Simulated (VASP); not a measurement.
# Al (I4/mmm) in VASP: a series of runs

The runs below take Al through single point, with PBEsol.

Everything below comes from runs of VASP 6.6.1. Logs are shortened: lines on timing, memory, paths and dates and some standing lists are left out, and cuts for length are marked.

## (1) The cell of the first run

The structure is tetragonal, space group I4/mmm (No. 139). The conventional cell has a = 3.151 Å, b = 3.151 Å, c = 3.182 Å, α = 90.00°, β = 90.00°, γ = 90.00°. Al (site symmetry 4/mmm) is surrounded by 8 Al at 2.74 Å.

This isn't the form of Al at room conditions, which is fcc.

## (2) Single point, PBEsol (strain -0.0100 x Voigt [1, 1, 0, 0, 0, 0], atoms carried along)

The input, INCAR:

```
PREC     = Accurate       # precision mode
ENCUT    = 520            # plane-wave cutoff, eV
EDIFF    = 1E-6           # SCF threshold, eV
ISMEAR   = 0              # smearing method
SIGMA    = 0.15           # smearing width, eV
LREAL    = F              # projectors in reciprocal space
LASPH    = T              # aspherical terms in the spheres
NELM     = 100            # most SCF steps
ALGO     = Normal         # electronic algorithm
ISIF     = 2              # what is computed and relaxed
LWAVE    = F              # write WAVECAR
LCHARG   = T              # write CHGCAR
GGA      = PS             # functional
LELF     = T              # ELF
LVHAR    = T            
NBANDS   = 8              # bands
```

The input, KPOINTS:

```
regular mesh
0
Gamma
  20 20 20
```

The input, POSCAR:

```
Al
1.0
   -1.5753065031      1.5753065031      1.5912186900
    1.5753065031     -1.5753065031      1.5912186900
    1.5753065031      1.5753065031     -1.5912186900
Al
1
Direct
    0.0000000000      0.0000000000      0.0000000000
```

Potentials or basis: VASP PAW PBE potentials, release 64 (Al).

On the command line:

```sh
> cat potpaw_PBE.64/Al/POTCAR > POTCAR
> mpirun -np 1 vasp_std > vasp.out
```

OUTCAR:

```text
PREC = Accurate
   ENCUT = 520
   EDIFF = 1E-6
   ISMEAR = 0
   LREAL = F
   LASPH = T
   NELM = 100
   ISIF = 2
   GGA = PS

 ion  position               nearest neighbor table
   1  0.000  0.000  0.000-

  LATTYP: Found a body centered tetragonal cell.
 ALAT       =     3.1506130062
 C/A-ratio  =     1.0101010101

  Lattice vectors:

 A1 = (  -1.5753065031,   1.5753065031,   1.5912186900)
 A2 = (   1.5753065031,  -1.5753065031,   1.5912186900)
 A3 = (   1.5753065031,   1.5753065031,  -1.5912186900)

Analysis of symmetry for initial positions (statically):
=====================================================================
 Subroutine PRICEL returns:
 Original cell was already a primitive cell.

 Routine SETGRP: Setting up the symmetry group for a
 body centered tetragonal supercell.

 Subroutine GETGRP returns: Found 16 space group operations
 (whereof 16 operations were pure point group operations)
 out of a pool of 16 trial point group operations.

The static configuration has the point symmetry D_4h.

Analysis of symmetry for dynamics (positions and initial velocities):
=====================================================================
 Subroutine PRICEL returns:
 Original cell was already a primitive cell.

 Routine SETGRP: Setting up the symmetry group for a
 body centered tetragonal supercell.

 Subroutine GETGRP returns: Found 16 space group operations
 (whereof 16 operations were pure point group operations)
 out of a pool of 16 trial point group operations.

The dynamic configuration has the point symmetry D_4h.

 Subroutine INISYM returns: Found 16 space group operations
 (whereof 16 operations are pure point group operations),
 and found     1 'primitive' translations

----------------------------------------------------------------------------------------

                                     Primitive cell

  volume of cell :      15.7950

  direct lattice vectors                    reciprocal lattice vectors
    -1.575306503  1.575306503  1.591218690     0.000000000  0.317398550  0.314224565
     1.575306503 -1.575306503  1.591218690     0.317398550  0.000000000  0.314224565
     1.575306503  1.575306503 -1.591218690     0.317398550  0.317398550  0.000000000

  length of vectors
     2.737728635  2.737728635  2.737728635     0.446630627  0.446630627  0.448869334

  position of ions in fractional coordinates (direct lattice)
     0.000000000  0.000000000  0.000000000

  ion indices of the primitive-cell ions
   primitive index   ion index
                 1           1

----------------------------------------------------------------------------------------

 KPOINTS: regular mesh

Automatic generation of k-mesh.
 Grid dimensions read from file:
 generate k-points for:   20   20   20

 Generating k-lattice:

  Cartesian coordinates                     Fractional coordinates (reciprocal lattice)
     0.000000000  0.015869928  0.015711228     0.050000000 -0.000000000  0.000000000
     0.015869928  0.000000000  0.015711228    -0.000000000  0.050000000  0.000000000
     0.015869928  0.015869928  0.000000000     0.000000000  0.000000000  0.050000000

  Length of vectors
     0.022331531  0.022331531  0.022443467

  Shift w.r.t. Gamma in fractional coordinates (k-lattice)
     0.000000000  0.000000000  0.000000000

 Subroutine IBZKPT returns following result:
 ===========================================

 Found    641 irreducible k-points:

 Following reciprocal coordinates:
            Coordinates               Weight
  0.000000  0.000000  0.000000      1.000000
  0.050000  0.000000 -0.000000      8.000000
  0.100000 -0.000000  0.000000      8.000000
  0.150000  0.000000  0.000000      8.000000
  0.200000 -0.000000  0.000000      8.000000
  0.250000 -0.000000  0.000000      8.000000
[... 16 lines left out ...]
 -0.400000  0.050000  0.000000     16.000000
 -0.350000  0.050000 -0.000000     16.000000
 [... further k-points ...]
   k-points           NKPTS =    641   k-points in BZ     NKDIM =    641   number of bands    NBANDS=      8
   number of dos      NEDOS =    301   number of ions     NIONS =      1
   total plane-waves  NPLWV =   8000
   dimension x,y,z NGX =    20 NGY =   20 NGZ =   20
   dimension x,y,z NGXF=    40 NGYF=   40 NGZF=   40
   ions per type =               1
   NGX,Y,Z   is equivalent  to a cutoff of  12.14, 12.14, 12.14 a.u.
   NGXF,Y,Z  is equivalent  to a cutoff of  24.29, 24.29, 24.29 a.u.
 SYSTEM =  unknown system
   PREC   = accura    normal or accurate (medium, high low for compatibility)
   ISTART =      0    job   : 0-new  1-cont  2-samecut
   ICHARG =      2    charge: 1-file 2-atom 10-const
   ISPIN  =      1    spin polarized calculation?
   LNONCOLLINEAR =      F non collinear calculations
   LSORBIT =      F    spin-orbit coupling
   LASPH  =      T    aspherical Exc in radial PAW
   ENCUT  =  520.0 eV  38.22 Ry    6.18 a.u.   5.09  5.09  5.09*2*pi/ulx,y,z
   NELM   =    100;   NELMIN=  2; NELMDL= -5     # of ELM steps
   EDIFF  = 0.1E-05   stopping-criterion for ELM
   LREAL  =      F    real-space projection
   EDIFFG = 0.1E-04   stopping-criterion for IOM
   NSW    =      0    number of steps for IOM
   IBRION =     -1    ionic relax: 0-MD 1-quasi-New 2-CG
   NFREE  =      0    steps in history (QN), initial steepest desc. (CG)
   ISIF   =      2    stress and relaxation
   ISYM   =      2    0-nonsym 1-usesym 2-fastsym
   POTIM  = 0.5000    time-step for ionic-motion
   TEBEG  =    0.0;   TEEND  =   0.0 temperature during run
   PSTRESS=    0.0 pullay stress
   NELECT =       3.0000    total number of electrons
   NUPDOWN=      -1.0000    fix difference up-down
   EMIN   =  10.00;   EMAX   =-10.00  energy-range for DOS
   EFERMI =   0.00;   METHOD = LEGACY
   ISMEAR =     0;   SIGMA  =   0.15  broadening in eV -4-tet -1-fermi 0-gaus
   EFERMI_NEDOS =   21; number of points for ismear=-14 and -15
   IALGO  =     38    algorithm
   IMIX   =      4    mixing-type and parameters
     AMIX     =   0.40;   BMIX     =  1.00
     AMIX_MAG =   1.60;   BMIX_MAG =  1.00
  volume/ion in A,a.u.               =      15.80       106.59
  Fermi-wavevector in a.u.,A,eV,Ry     =   0.941041  1.778310 12.048752  0.885558
  Thomas-Fermi vector in A             =   2.068513
   LORBIT       =      0    0 simple, 1 ext, 2 COOP (PROOUT), +10 PAW based schemes
   GGA     = PS    functional components
   LHFCALC =     F    Hartree Fock is set to
   AEXX    =    0.0000 exact exchange contribution
   IVDW    =     0    specifies the selected vdW correction
   LEPSILON=     F    determine dielectric tensor
   LRPA    =     F    only Hartree local field effects (RPA)
 non-spin polarized calculation
 Gauss-broadening in eV      SIGMA  =   0.15
  energy-cutoff  :      520.00
  volume of cell :       15.80
 maximum number of plane-waves:       438
   NGX = 11   NGY = 11   NGZ = 11

 number of electron       3.0000000 magnetization

 Free energy of the ion-electron system (eV)
  ---------------------------------------------------
  ext. energy  EPLUGINS =         0.00000000
  ---------------------------------------------------
  free energy    TOTEN  =        -3.98621956 eV

  energy without entropy =       -3.98104793  energy(sigma->0) =       -3.98363375

 E-fermi :   8.4221     XC(G=0): -10.4211

 val. band max:        8.4210024503   @ k =  -0.3500   0.4000   0.0500
 cond. band min:       8.4225862777   @ k =  -0.2000  -0.4000   0.2000
 fundamental gap:      0.0015838274
 Fermi energy:         8.4221393316

 k-point     1 :       0.0000    0.0000    0.0000
  band No.  band energies     occupation
      1      -3.0181      2.00000
      2      21.8448      0.00000
      3      21.8448      0.00000
      4      22.0850      0.00000
      5      23.6738      0.00000
      6      23.7771      0.00000
      7      23.7771      0.00000
      8      24.8945      0.00000

 k-point     2 :       0.0500    0.0000   -0.0000
  band No.  band energies     occupation
      1      -2.9443      2.00000
      2      20.9124      0.00000
      3      21.3917      0.00000
      4      21.7003      0.00000
      5      23.3656      0.00000
      6      24.0435      0.00000
      7      24.3282      0.00000
      8      24.4237      0.00000

 k-point     3 :       0.1000   -0.0000    0.0000
  band No.  band energies     occupation
      1      -2.7231      2.00000
      2      19.0273      0.00000
      3      20.5497      0.00000
      4      20.9578      0.00000
      5      22.6043      0.00000
      6      23.5355      0.00000
      7      24.5895      0.00000
      8      25.2595      0.00000

 k-point     4 :       0.1500    0.0000    0.0000
  band No.  band energies     occupation
      1      -2.3553      2.00000
      2      16.9199      0.00000
      3      19.7274      0.00000
      4      20.1152      0.00000
      5      21.7793      0.00000
      6      22.8658      0.00000
      7      25.1506      0.00000
      8      25.5268      0.00000

 k-point     5 :       0.2000   -0.0000    0.0000
  band No.  band energies     occupation
      1      -1.8419      2.00000
      2      14.8111      0.00000
      3      18.9962      0.00000
      4      19.3044      0.00000
      5      21.0102      0.00000
      6      22.2483      0.00000
      7      25.7672      0.00000
      8      25.9355      0.00000
[... 177 lines left out ...]
 k-point    22 :      -0.4500    0.0500   -0.0000
  band No.  band energies     occupation
      1       2.2693      2.00000
      2       6.5139      2.00000
      3      15.8578      0.00000
      4      17.1636      0.00000
      5      19.4248      0.00000
      6      21.0926      0.00000
      7      28.0611      0.00000
      8      30.4160      0.00000

 k-point    23 :      -0.4000    0.0500    0.0000
  band No.  band energies     occupation
      1       1.1313      2.00000
      2       8.1640      1.98507
      3      16.1310      0.00000
      4      17.3958      0.00000
      5      19.6914      0.00000
      6      21.3079      0.00000
      7      27.1952      0.00000
      8      29.6770      0.00000

 k-point    24 :      -0.3500    0.0500   -0.0000
  band No.  band energies     occupation
      1       0.1250      2.00000
      2       9.9370      0.00000
      3      16.5324      0.00000
      4      17.7500      0.00000
      5      20.0834      0.00000
      6      21.6235      0.00000
      7      26.3980      0.00000
      8      28.7974      0.00000

 [... further k-points ...]
[... 5 lines left out ...]
  --------------------------------------------------------------------------------------
  -------------------------------------------------------------------------------------
  Total        0.3742624      0.3742624      0.4353650      0.0000000      0.0000000      0.0000000
  in kB       37.9635494     37.9635494     44.1615254      0.0000000      0.0000000      0.0000000
  external PRESSURE =      40.0295414 kB  Pullay stress =       0.0000000 kB

 VOLUME and BASIS-vectors are now :
 -----------------------------------------------------------------------------
  energy-cutoff  :      520.00
  volume of cell :       15.80
      direct lattice vectors                 reciprocal lattice vectors
    -1.575306503  1.575306503  1.591218690     0.000000000  0.317398550  0.314224565
     1.575306503 -1.575306503  1.591218690     0.317398550  0.000000000  0.314224565
     1.575306503  1.575306503 -1.591218690     0.317398550  0.317398550  0.000000000

 POSITION                                       TOTAL-FORCE (eV/Angst)
 -----------------------------------------------------------------------------------
      0.00000      0.00000      0.00000        -0.000000      0.000000     -0.000000
 -----------------------------------------------------------------------------------
    total drift:                                0.000000      0.000000     -0.000000

  FREE ENERGIE OF THE ION-ELECTRON SYSTEM (eV)
  ---------------------------------------------------
  free  energy   TOTEN  =        -3.9862195617 eV

  energy  without entropy=       -3.9810479336  energy(sigma->0) =       -3.98363375
```

Run time: 54 s. Hardware: 1 thread of Intel Xeon Platinum 8375C at 2.90GHz (Ice Lake), shared host; peak memory 0.17 GiB.

Results:

* Free energy: -3.9862 eV
* Pressure: 4.0 GPa
* Band gap on the k mesh: none (metal or under the smearing width)

Stress tensor (GPa, compression positive):
```
3.80 0.00 0.00
0.00 3.80 0.00
0.00 0.00 4.42
```

Caveat: the PAW data sets were made with another functional, which shifts forces and pressure a little.

(Part 1 of 2 ends here.)
